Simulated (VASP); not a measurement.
# Se (P3_221) in VASP: notebook

One crystal, Se, is run at these levels: PBE; tasks: relaxation of cell and atoms.

Everything below comes from runs of VASP 6.6.1. Logs are shortened: lines on timing, memory, paths and dates and some standing lists are left out, and cuts for length are marked.

### Step 1. Starting point

The structure is trigonal, space group P3_221 (No. 154). Conventional cell: a = 4.355 Å, b = 4.355 Å, c = 4.949 Å, α = 90.00°, β = 90.00°, γ = 120.00°. Se (site symmetry 2) has 2 Se at 2.32 Å as nearest neighbours.

### Step 2. Relaxation of cell and atoms, PBE

INCAR

```
SYSTEM = Se
PREC = Accurate ; ENCUT = 520
EDIFF = 1E-6 ; ISMEAR = 0
SIGMA = 0.1 ; LREAL = .False.
LASPH = .True. ; NELM = 120
ALGO = Normal ; ISIF = 3
LWAVE = .False. ; LCHARG = .False.
GGA = PE ; IBRION = 2
NSW = 90 ; EDIFFG = -0.01
```

KPOINTS

```
regular mesh
0
Gamma
  9 9 7
  0 0 0
```

POSCAR

```
Se
1.0
    4.3551700000      0.0000000000      0.0000000000
   -2.1775850000      3.7716878600      0.0000000000
    0.0000000000      0.0000000000      4.9494500000
Se
3
Direct
    0.2170000000      0.0000000000      0.1666666700
    0.0000000000      0.2170000000      0.8333333300
    0.7830000000      0.7830000000      0.5000000000
```

Potentials or basis: VASP PAW PBE potentials, release 64 (Se).

The run is started by

```
cat potpaw_PBE.64/Se/POTCAR > POTCAR
mpirun -np 1 vasp_std > vasp.out
```

OUTCAR:

```text
SYSTEM = Se
   PREC = Accurate
   ENCUT = 520
   EDIFF = 1E-6
   ISMEAR = 0
   LREAL = .False.
   LASPH = .True.
   NELM = 120
   ISIF = 3
   GGA = PE
   IBRION = 2
   NSW = 90
   EDIFFG = -0.01

 ion  position               nearest neighbor table
   1  0.217  0.000  0.167-   3 2.32   2 2.32
   2  0.000  0.217  0.833-   3 2.32   1 2.32
   3  0.783  0.783  0.500-   1 2.32   2 2.32

  LATTYP: Found a hexagonal cell.
 ALAT       =     4.3551700000
 C/A-ratio  =     1.1364539157

  Lattice vectors:

 A1 = (   4.3551700000,   0.0000000000,   0.0000000000)
 A2 = (  -2.1775850000,   3.7716878600,   0.0000000000)
 A3 = (   0.0000000000,   0.0000000000,   4.9494500000)

Analysis of symmetry for initial positions (statically):
=====================================================================
 Subroutine PRICEL returns:
 Original cell was already a primitive cell.

 Routine SETGRP: Setting up the symmetry group for a
 hexagonal supercell.

 Subroutine GETGRP returns: Found  6 space group operations
 (whereof  2 operations were pure point group operations)
 out of a pool of 24 trial point group operations.

The static configuration has the point symmetry C_2 .
 The point group associated with its full space group is D_3 .

Analysis of symmetry for dynamics (positions and initial velocities):
=====================================================================
 Subroutine PRICEL returns:
 Original cell was already a primitive cell.

 Routine SETGRP: Setting up the symmetry group for a
 hexagonal supercell.

 Subroutine GETGRP returns: Found  6 space group operations
 (whereof  2 operations were pure point group operations)
 out of a pool of 24 trial point group operations.

The dynamic configuration has the point symmetry C_2 .
 The point group associated with its full space group is D_3 .

 Subroutine INISYM returns: Found  6 space group operations
 (whereof  2 operations are pure point group operations),
 and found     1 'primitive' translations

----------------------------------------------------------------------------------------

                                     Primitive cell

  volume of cell :      81.3014

  direct lattice vectors                    reciprocal lattice vectors
     4.355170000  0.000000000  0.000000000     0.229612162  0.132566644  0.000000000
    -2.177585000  3.771687860  0.000000000     0.000000000  0.265133287  0.000000000
     0.000000000  0.000000000  4.949450000     0.000000000  0.000000000  0.202042651

  length of vectors
     4.355170000  4.355170002  4.949450000     0.265133287  0.265133287  0.202042651

  position of ions in fractional coordinates (direct lattice)
     0.217000000  0.000000000  0.166666670
     1.000000000  0.217000000  0.833333330
     0.783000000  0.783000000  0.500000000

  ion indices of the primitive-cell ions
   primitive index   ion index
                 1           1
                 2           2
                 3           3

----------------------------------------------------------------------------------------

 KPOINTS: regular mesh

Automatic generation of k-mesh.
 Grid dimensions read from file:
 generate k-points for:    9    9    7

 Generating k-lattice:

  Cartesian coordinates                     Fractional coordinates (reciprocal lattice)
     0.025512462  0.014729627  0.000000000     0.111111111  0.000000000  0.000000000
     0.000000000  0.029459254  0.000000000     0.000000000  0.111111111  0.000000000
     0.000000000  0.000000000  0.028863236     0.000000000  0.000000000  0.142857143

  Length of vectors
     0.029459254  0.029459254  0.028863236

  Shift w.r.t. Gamma in fractional coordinates (k-lattice)
     0.000000000  0.000000000  0.000000000

 Subroutine IBZKPT returns following result:
 ===========================================

 Found     69 irreducible k-points:

 Following reciprocal coordinates:
            Coordinates               Weight
  0.000000  0.000000  0.000000      1.000000
  0.111111 -0.000000  0.000000      6.000000
  0.222222 -0.000000  0.000000      6.000000
  0.333333 -0.000000  0.000000      6.000000
  0.444444 -0.000000  0.000000      6.000000
  0.111111  0.111111  0.000000      6.000000
[... 16 lines left out ...]
  0.222222  0.111111  0.142857     12.000000
 -0.111111  0.333333  0.142857     12.000000
 [... further k-points ...]
   k-points           NKPTS =     69   k-points in BZ     NKDIM =     69   number of bands    NBANDS=     13
   number of dos      NEDOS =    301   number of ions     NIONS =      3
   total plane-waves  NPLWV =  40960
   dimension x,y,z NGX =    32 NGY =   32 NGZ =   40
   dimension x,y,z NGXF=    64 NGYF=   64 NGZF=   80
   ions per type =               3
   NGX,Y,Z   is equivalent  to a cutoff of  12.22, 12.22, 13.44 a.u.
   NGXF,Y,Z  is equivalent  to a cutoff of  24.43, 24.43, 26.87 a.u.
 SYSTEM =  Se
   PREC   = accura    normal or accurate (medium, high low for compatibility)
   ISTART =      0    job   : 0-new  1-cont  2-samecut
   ICHARG =      2    charge: 1-file 2-atom 10-const
   ISPIN  =      1    spin polarized calculation?
   LNONCOLLINEAR =      F non collinear calculations
   LSORBIT =      F    spin-orbit coupling
   LASPH  =      T    aspherical Exc in radial PAW
   ENCUT  =  520.0 eV  38.22 Ry    6.18 a.u.   8.10  8.10  9.20*2*pi/ulx,y,z
   NELM   =    120;   NELMIN=  2; NELMDL= -5     # of ELM steps
   EDIFF  = 0.1E-05   stopping-criterion for ELM
   LREAL  =      F    real-space projection
   EDIFFG = -.1E-01   stopping-criterion for IOM
   NSW    =     90    number of steps for IOM
   IBRION =      2    ionic relax: 0-MD 1-quasi-New 2-CG
   NFREE  =      1    steps in history (QN), initial steepest desc. (CG)
   ISIF   =      3    stress and relaxation
   ISYM   =      2    0-nonsym 1-usesym 2-fastsym
   POTIM  = 0.5000    time-step for ionic-motion
   TEBEG  =    0.0;   TEEND  =   0.0 temperature during run
   PSTRESS=    0.0 pullay stress
   NELECT =      18.0000    total number of electrons
   NUPDOWN=      -1.0000    fix difference up-down
   EMIN   =  10.00;   EMAX   =-10.00  energy-range for DOS
   EFERMI =   0.00;   METHOD = LEGACY
   ISMEAR =     0;   SIGMA  =   0.10  broadening in eV -4-tet -1-fermi 0-gaus
   EFERMI_NEDOS =   21; number of points for ismear=-14 and -15
   IALGO  =     38    algorithm
   IMIX   =      4    mixing-type and parameters
     AMIX     =   0.40;   BMIX     =  1.00
     AMIX_MAG =   1.60;   BMIX_MAG =  1.00
  volume/ion in A,a.u.               =      27.10       182.88
  Fermi-wavevector in a.u.,A,eV,Ry     =   0.990375  1.871538 13.345178  0.980843
  Thomas-Fermi vector in A             =   2.122041
   LORBIT       =      0    0 simple, 1 ext, 2 COOP (PROOUT), +10 PAW based schemes
   GGA     = PE    functional components
   LHFCALC =     F    Hartree Fock is set to
   AEXX    =    0.0000 exact exchange contribution
   IVDW    =     0    specifies the selected vdW correction
   LEPSILON=     F    determine dielectric tensor
   LRPA    =     F    only Hartree local field effects (RPA)
 conjugate gradient relaxation of ions
 non-spin polarized calculation
 Gauss-broadening in eV      SIGMA  =   0.10
  energy-cutoff  :      520.00
  volume of cell :       81.30
 maximum number of plane-waves:      2206
   NGX = 17   NGY = 17   NGZ = 19

--------------------------------------- Ionic step        1  -------------------------------------------

 number of electron      17.9999997 magnetization

 Free energy of the ion-electron system (eV)
  ---------------------------------------------------
  ext. energy  EPLUGINS =         0.00000000
  ---------------------------------------------------
  free energy    TOTEN  =       -10.37103184 eV

  energy without entropy =      -10.37103184  energy(sigma->0) =      -10.37103184

------------------------ aborting loop because EDIFF is reached ----------------------------------------

  FORCE on cell =-STRESS in cart. coord.  units (eV):
  Direction    XX          YY          ZZ          XY          YZ          ZX
  --------------------------------------------------------------------------------------
  -------------------------------------------------------------------------------------
  Total        2.4094637      2.4094637      3.8660727      0.0000000     -0.0000000      0.0000000
  in kB       47.4824558     47.4824558     76.1873376      0.0000000     -0.0000000      0.0000000
  external PRESSURE =      57.0507497 kB  Pullay stress =       0.0000000 kB
[... 92 lines left out ...]
  FREE ENERGIE OF THE ION-ELECTRON SYSTEM (eV)
  ---------------------------------------------------
  free  energy   TOTEN  =       -10.5085638599 eV

  energy  without entropy=      -10.5085638599  energy(sigma->0) =      -10.50856386

[... ionic steps 4 to 16 ...]

--------------------------------------- Ionic step       17  -------------------------------------------

 number of electron      18.0000005 magnetization

------------------------ aborting loop because EDIFF is reached ----------------------------------------
[... 69 lines left out ...]
--------------------------------------- Ionic step       19  -------------------------------------------

 number of electron      18.0000004 magnetization

 Free energy of the ion-electron system (eV)
  ---------------------------------------------------
  ext. energy  EPLUGINS =         0.00000000
  ---------------------------------------------------
  free energy    TOTEN  =       -10.51056802 eV

  energy without entropy =      -10.51056802  energy(sigma->0) =      -10.51056802

 E-fermi :   2.2323     XC(G=0):  -8.4371

 val. band max:        1.8190962049   @ k =   0.4444  -0.0000   0.4286
 cond. band min:       3.0216402683   @ k =   0.3333   0.3333   0.4286
 fundamental gap:      1.2025440634
 Fermi energy:         2.2323254345

 k-point     1 :       0.0000    0.0000    0.0000
  band No.  band energies     occupation
      1     -13.5216      2.00000
      2      -9.7115      2.00000
      3      -9.7115      2.00000
      4      -1.8681      2.00000
      5      -1.8681      2.00000
      6      -1.5705      2.00000
      7       0.0038      2.00000
      8       0.0038      2.00000
      9       1.5354      2.00000
     10       3.7654      0.00000
     11       3.7654      0.00000
     12       4.1423      0.00000
     13       7.7448      0.00000
[... 354 lines left out ...]
  band No.  band energies     occupation
      1     -13.2157      2.00000
      2     -10.5677      2.00000
      3      -9.1298      2.00000
      4      -2.7172      2.00000
      5      -2.4422      2.00000
      6      -1.2621      2.00000
      7      -0.3176      2.00000
      8       0.2261      2.00000
      9       1.1833      2.00000
     10       3.7771      0.00000
     11       4.2566      0.00000
     12       4.8082      0.00000
     13       8.0282      0.00000

 [... further k-points ...]

------------------------ aborting loop because EDIFF is reached ----------------------------------------

  FORCE on cell =-STRESS in cart. coord.  units (eV):
  Direction    XX          YY          ZZ          XY          YZ          ZX
  --------------------------------------------------------------------------------------
  -------------------------------------------------------------------------------------
  Total        0.0194271      0.0194271      0.0029309      0.0000000     -0.0000000      0.0000000
  in kB        0.3489736      0.3489736      0.0526482      0.0000000     -0.0000000      0.0000000
  external PRESSURE =       0.2501985 kB  Pullay stress =       0.0000000 kB
[... 18 lines left out ...]
  FREE ENERGIE OF THE ION-ELECTRON SYSTEM (eV)
  ---------------------------------------------------
  free  energy   TOTEN  =       -10.5105680231 eV

  energy  without entropy=      -10.5105680231  energy(sigma->0) =      -10.51056802

 reached required accuracy - stopping structural energy minimisation
```

Run time: 3.4 min. Hardware: 1 thread of Intel Xeon 6975P-C (Granite Rapids), shared host; peak memory 0.24 GiB.

What came out:

```
Free energy                            : -10.5106 eV
Relaxed volume                         : 29.73 Å³/atom
Relaxed cell                           : a = 4.516 Å, b = 4.516 Å, c = 5.051 Å, α = 90.00°, β = 90.00°, γ = 120.00°
Space group after relaxing (to 0.05 Å) : P3_221 (No. 154)
Energy gained by relaxing              : 46.5 meV/atom
Ionic steps                            : 19
Pressure after relaxing                : 0.0 GPa
Largest force after relaxing           : 0.010 eV/Å
Band gap on the k mesh                 : 1.20 eV, indirect (least direct gap 1.30 eV)
```

Forces on the atoms (eV/Å):
```
Se   0.010  0.000  0.000
Se  -0.005  0.008  0.000
Se  -0.005 -0.008  0.000
```

The path:
| step | energy change (eV) | largest force (eV/Å) | pressure (GPa) | volume (Å³) |
| --- | --- | --- | --- | --- |
| 1 | 0.0000 | 1.1880 | 5.71 | 81.30 |
| 2 | 0.0146 | 0.9350 | -4.41 | 93.18 |
| 3 | -0.1375 | 0.0193 | -0.05 | 86.66 |
| 4 | -0.1376 | 0.0003 | 0.03 | 86.55 |
| 5 | -0.1375 | 0.0197 | 0.12 | 86.45 |
| 6 | -0.1378 | 0.0126 | 0.13 | 86.53 |
| 7 | -0.1383 | 0.0088 | 0.13 | 86.77 |
| 8 | -0.1384 | 0.0159 | 0.13 | 86.85 |
| 9 | -0.1385 | 0.0532 | -0.10 | 87.36 |
| 10 | -0.1386 | 0.0463 | -0.05 | 87.26 |
| 11 | -0.1387 | 0.0365 | -0.04 | 87.42 |
| 12 | -0.1391 | 0.0076 | 0.00 | 87.90 |
| 13 | -0.1389 | 0.0538 | 0.10 | 88.86 |
| 14 | -0.1392 | 0.0110 | 0.03 | 88.19 |
| 15 | -0.1393 | 0.0059 | 0.00 | 88.44 |
| 16 | -0.1394 | 0.0009 | -0.03 | 88.67 |
| 17 | -0.1395 | 0.0094 | -0.07 | 89.13 |
| 18 | -0.1395 | 0.0137 | 0.04 | 89.20 |
| 19 | -0.1395 | 0.0098 | 0.03 | 89.19 |

Final structure:
```
CELL_PARAMETERS angstrom
4.51564 0.00000 0.00000
-2.25782 3.91066 0.00000
0.00000 0.00000 5.05074
ATOMIC_POSITIONS crystal
Se 0.21921 0.00000 0.16667
Se 0.00000 0.21921 0.83333
Se 0.78079 0.78079 0.50000
```

Levels at points of the mesh, in eV from the valence-band top:
| k point | band 5 | band 6 | band 7 | band 8 | band 9 | band 10 | band 11 | band 12 | band 13 |
| --- | --- | --- | --- | --- | --- | --- | --- | --- | --- |
| (0.00, 0.00, 0.00) | -3.69 | -3.39 | -1.82 | -1.82 | -0.28 | 1.95 | 1.95 | 2.32 | 5.93 |

Caveat: an odd mesh through Γ misses points on the zone boundary, where band edges often lie. PBE usually gives volumes a little too large and moduli too small.

### Step 3. Relaxation of cell and atoms, PBE

This run uses another cell than the first one, of 29.73 Å³/atom, 1.097 times its volume.

INCAR

```
SYSTEM = Se
PREC = Accurate ; ENCUT = 520
EDIFF = 1E-7 ; ISMEAR = 0
SIGMA = 0.1 ; LREAL = .False.
LASPH = .True. ; NELM = 120
ALGO = Normal ; ISIF = 3
LWAVE = .False. ; LCHARG = .False.
GGA = PE ; IBRION = 2
NSW = 60 ; EDIFFG = -0.005
POTIM = 0.3
```

KPOINTS is that of step 2.

POSCAR

```
Se                                      
1.0
    4.5156430081      0.0000000000      0.0000000000
   -2.2578215040      3.9106615619     -0.0000000000
    0.0000000000      0.0000000000      5.0507422778
  Se            
     3
Direct
     0.2192148092901132    0.0000000000000000    0.1666666699999979
     0.0000000000001703    0.2192148092904538    0.8333333300000021
     0.7807851907097166    0.7807851907095462    0.5000000000000000
```

Potentials or basis: VASP PAW PBE potentials, release 64 (Se).

The run is started by

```
cat potpaw_PBE.64/Se/POTCAR > POTCAR
mpirun -np 1 vasp_std > vasp.out
```

OUTCAR:

```text
SYSTEM = Se
   PREC = Accurate
   ENCUT = 520
   EDIFF = 1E-7
   ISMEAR = 0
   LREAL = .False.
   LASPH = .True.
   NELM = 120
   ISIF = 3
   GGA = PE
   IBRION = 2
   NSW = 60
   EDIFFG = -0.005
   POTIM = 0.3

 ion  position               nearest neighbor table
   1  0.219  0.000  0.167-   3 2.40   2 2.40
   2  0.000  0.219  0.833-   3 2.40   1 2.40
   3  0.781  0.781  0.500-   1 2.40   2 2.40

  LATTYP: Found a hexagonal cell.
 ALAT       =     4.5156430081
 C/A-ratio  =     1.1184990197

  Lattice vectors:

 A1 = (   4.5156430081,   0.0000000000,   0.0000000000)
 A2 = (  -2.2578215040,   3.9106615619,   0.0000000000)
 A3 = (   0.0000000000,   0.0000000000,   5.0507422778)

Analysis of symmetry for initial positions (statically):
[... 315 lines left out ...]
      5      -1.8710      2.00000
      6      -1.5750      2.00000
      7       0.0007      2.00000
      8       0.0007      2.00000
      9       1.5307      2.00000
     10       3.7596      0.00000
     11       3.7596      0.00000
     12       4.1332      0.00000
     13       7.7402      0.00000
[... 354 lines left out ...]
  band No.  band energies     occupation
      1     -13.2155      2.00000
      2     -10.5696      2.00000
      3      -9.1340      2.00000
      4      -2.7180      2.00000
      5      -2.4439      2.00000
      6      -1.2662      2.00000
      7      -0.3201      2.00000
      8       0.2229      2.00000
      9       1.1793      2.00000
     10       3.7715      0.00000
     11       4.2489      0.00000
     12       4.7993      0.00000
     13       8.0243      0.00000

 [... further k-points ...]

------------------------ aborting loop because EDIFF is reached ----------------------------------------

  FORCE on cell =-STRESS in cart. coord.  units (eV):
  Direction    XX          YY          ZZ          XY          YZ          ZX
  --------------------------------------------------------------------------------------
  -------------------------------------------------------------------------------------
  Total        0.0027821      0.0027821     -0.0147786      0.0000000      0.0000000      0.0000000
  in kB        0.0499494      0.0499494     -0.2653336      0.0000000      0.0000000      0.0000000
  external PRESSURE =      -0.0551450 kB  Pullay stress =       0.0000000 kB
[... 18 lines left out ...]
  FREE ENERGIE OF THE ION-ELECTRON SYSTEM (eV)
  ---------------------------------------------------
  free  energy   TOTEN  =       -10.5109330798 eV

  energy  without entropy=      -10.5109330798  energy(sigma->0) =      -10.51093308

 reached required accuracy - stopping structural energy minimisation
```

OSZICAR:

```text
N       E                     dE             d eps       ncg     rms          rms(c)
DAV:   1     0.905350436027E+02    0.90535E+02   -0.72246E+03  1794   0.114E+03
DAV:   2    -0.408694949763E+01   -0.94622E+02   -0.91307E+02  2560   0.176E+02
DAV:   3    -0.105313934677E+02   -0.64444E+01   -0.64121E+01  2089   0.534E+01
[... 24 lines left out ...]
       N       E                     dE             d eps       ncg     rms          rms(c)
DAV:   1    -0.105109342820E+02   -0.52413E-05   -0.13484E-04  1799   0.702E-02    0.747E-03
DAV:   2    -0.105109333108E+02    0.97122E-06   -0.37993E-06  2159   0.134E-02    0.351E-03
DAV:   3    -0.105109330627E+02    0.24807E-06   -0.10072E-06  2084   0.639E-03    0.124E-03
DAV:   4    -0.105109330798E+02   -0.17111E-07   -0.11002E-07   932   0.228E-03
   4 F= -.10510933E+02 E0= -.10510933E+02  d E =-.406428E-05
```

CONTCAR:

```text
Se
   1.00000000000000
     4.5171661451871623    0.0000000000000195    0.0000000000000000
    -2.2585830725435474    3.9119806373134125   -0.0000000000000000
    -0.0000000000000000   -0.0000000000000000    5.0499690417714458
  Se
     3
Direct
     0.2192974626951695    1.0000000000000000    0.1666666699999979
     0.0000000000001705    0.2192974626955106    0.8333333300000021
     0.7807025373046600    0.7807025373044895    0.5000000000000000

  0.00000000E+00  0.00000000E+00  0.00000000E+00
  0.00000000E+00  0.00000000E+00  0.00000000E+00
  0.00000000E+00  0.00000000E+00  0.00000000E+00
```

Wall time 59 s (1 thread of Intel Xeon 6975P-C (Granite Rapids), shared host); peak memory 0.25 GiB.

What came out:

- Free energy: -10.5109 eV
- Relaxed volume: 29.75 Å³/atom
- Relaxed cell: a = 4.517 Å, b = 4.517 Å, c = 5.050 Å, α = 90.00°, β = 90.00°, γ = 120.00°
- Space group after relaxing (to 0.05 Å): P3_221 (No. 154)
- Energy gained by relaxing: 0.0 meV/atom
- Ionic steps: 4
- Pressure after relaxing: 0.0 GPa
- Band gap on the k mesh: 1.21 eV, indirect (least direct gap 1.30 eV)

Final structure:
```xyz
3
Lattice="4.5172 0.0000 0.0000 -2.2586 3.9120 0.0000 0.0000 0.0000 5.0500" Properties=species:S:1:pos:R:3 pbc="T T T"
Se   -1.2680    3.9120    0.8417
Se   -0.4953    0.8579    4.2083
Se    1.7633    3.0541    2.5250
```

Levels at points of the mesh, in eV from the valence-band top:
| k point | band 7 | band 8 | band 9 | band 10 | band 11 | band 12 |
| --- | --- | --- | --- | --- | --- | --- |
| (0.00, 0.00, 0.00) | -1.81 | -1.81 | -0.28 | 1.95 | 1.95 | 2.32 |

Caveat: an odd mesh through Γ misses points on the zone boundary, where band edges often lie.
